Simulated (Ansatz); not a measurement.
**²⁰¹Hg nuclear quadrupole resonance in HgTe under strain**

Cell: a structure deposited in the COD, relaxed with PBE at fixed cell and then changed (z stretched by 2 %, ions relaxed).

```xyz
2
Lattice="0.0000 2.9215 2.9799 2.9215 0.0000 2.9799 2.9215 2.9215 0.0000" Properties=species:S:1:pos:R:3 pbc="T T T"
Hg    0.0000    0.0000    0.0000
Te    2.9215    2.9215    2.9799
```

Atom numbers follow the list; atoms alike are taken as one site, whose name carries the number of the first.

Level of theory: DFT, PBE, plane waves and PAW, scalar-relativistic, 420 eV cutoff, Γ-centred 14×14×14 k-points, Fermi–Dirac smearing 0.05 eV (Ansatz 0.2.0).

²⁰¹Hg: I = 3/2, Q = 387.0 mb (year-2017 value). Static lattice, zero field.

(1) At which frequencies do the ²⁰¹Hg NQR lines lie?

Answers

(1) For I = 3/2 there is one line, ν = (|C_Q|/2)(1 + η²/3)^½.

| site | atoms | V_zz (10²¹ V/m²) | C_Q (MHz) | η | line frequencies (MHz) |
| --- | --- | --- | --- | --- | --- |
| Hg | 1 | 2.13 | 19.9 | 0.00 | 9.97 |

An axis of threefold or higher order runs through Hg, so V_zz lies along it and η is zero.

With no gap above 0.1 eV, as in a metal, the gradients converge slowly in k; expect changes of a tenth or more on a denser mesh. Spin–orbit coupling is left out, which shifts gradients on Hg by a few per cent in wide-gap crystals, and can shift them far more where the calculated gap is small or absent, as here. At this changed cell the PBE pressure is 9 GPa.
